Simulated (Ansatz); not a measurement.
The system is Si2Mo.

```
Mo Si
1.0
     4.58547    0.00000    0.00000
    -2.29274    3.97113    0.00000
     0.00000    0.00000    6.57976
Mo Si
3 6
Cartesian
  1.1464 1.9856 5.4831
  -1.1464 1.9856 1.0966
  2.2927 0.0000 3.2899
  0.0000 1.3015 3.2899
  1.1656 3.3204 1.0966
  3.4583 0.6508 5.4831
  2.2927 2.6696 3.2899
  1.1272 0.6508 1.0966
  -1.1656 3.3204 5.4831
```

Measurements of this composition are mostly on another form, of space group No. 139.

- Program: Ansatz 0.2.0
- Task: relaxation of cell and atoms
- Functional: RPBE
- Dispersion: D4
- Potentials or basis: Ansatz PAW
- Cutoff: 420 eV (not typed: the program's choice for these potentials)
- k mesh: 7 × 7 × 4
- Occupations: fermi-dirac, width 0.05 eV
- Spin: no spin polarisation

At the start: volume 13.31 Å³/atom.

Question: Where does the relaxation end?

Answer: It ends after 5 steps and the volume is 12.93 Å³/atom (-2.8 %); space group P6_222 (No. 180, to 0.05 Å).

Step by step:
```
step  energy change (eV)  largest force (eV/Å)  volume (Å³)
   1              0.0000                0.0096       119.81
   2             -0.0639                0.0556       115.48
   3             -0.0694                0.0070       116.45
   4             -0.0694                0.0016       116.40
   5             -0.0685                0.0017       116.40
```

Final structure:
```
Mo Si
1.0
     4.53891    0.00000    0.00000
    -2.26946    3.93082    0.00000
     0.00000    0.00000    6.52419
Mo Si
3 6
Direct
  0.50000 0.50000 0.83333
  0.00000 0.50000 0.16667
  0.50000 0.00000 0.50000
  0.16392 0.32783 0.50000
  0.67217 0.83608 0.16667
  0.83608 0.16392 0.83333
  0.83608 0.67217 0.50000
  0.32783 0.16392 0.16667
  0.16392 0.83608 0.83333
```

Caveat: the plane-wave basis is chosen anew once the cell has moved, so the energies of steps on either side of that aren't comparable; the PAW data sets come from PBE, with cores solved anew for the run's functional, which leaves a small shift of forces and pressure.
